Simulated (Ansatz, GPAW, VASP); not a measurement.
# InAs: 3 runs at one level of theory

```xyz
2
Lattice="0.0000 3.0180 3.0180 3.0180 0.0000 3.0180 3.0180 3.0180 0.0000" Properties=species:S:1:pos:R:3 pbc="T T T"
In    0.0000    0.0000    0.0000
As    4.5270    4.5270    4.5270
```

Alike in all runs: task single point; functional PBE; k mesh 8 × 8 × 8; occupations gaussian, width 0.015 eV; no spin polarisation; no spin-orbit coupling. A missing gap at this level doesn't show that the real crystal is a metal. Pressure is positive in compression and, in plane waves, holds the error of the finite cutoff.

```csv
program and potentials,plane-wave cutoff (eV),notes,band gap (eV),pressure (GPa)
"GPAW, GPAW PAW data sets (gpaw-data 1.2.1)",600,-,no gap,4.04
"VASP, PBE PAW files As, In_d, 520 eV",520,-,no gap,4.36
"Ansatz, all-electron LAPW, scalar-relativistic",-,-,no gap,4.30
```

None finds a gap. The pressure spans 4.04 (GPAW, GPAW PAW data sets (gpaw-data 1.2.1)) to 4.36 GPa (VASP, PBE PAW files As, In_d, 520 eV), with all-electron results at 4.30.

The functional is the same throughout but for its coding, so the spread measures potentials, basis and numerics; runs on potential files found faulty are left out.

All three runs put the crystal under compression at this cell, and the all-electron value of 4.30 GPa lies between the two plane-wave ones, so the sign of the pressure doesn't hang on the potentials. It fits the known tendency of PBE to underbind III-V semiconductors: the functional favours a larger cell than the one used here.

The missing gap disagrees with experiment, where InAs is a narrow-gap semiconductor with a direct gap at Γ. The likely cause is that PBE places the s-like conduction state, which has much In 5s character, too low against the As 4p valence top, while In 4d states that lie too shallow push that top up through p-d repulsion. In so narrow a gap, this is probably enough to make the band edges touch or invert. Compression isn't to blame, since it normally widens the direct gap in this material; relaxing to the PBE volume would therefore be unlikely to restore it. A single volume yields neither the equilibrium lattice constant nor the bulk modulus.
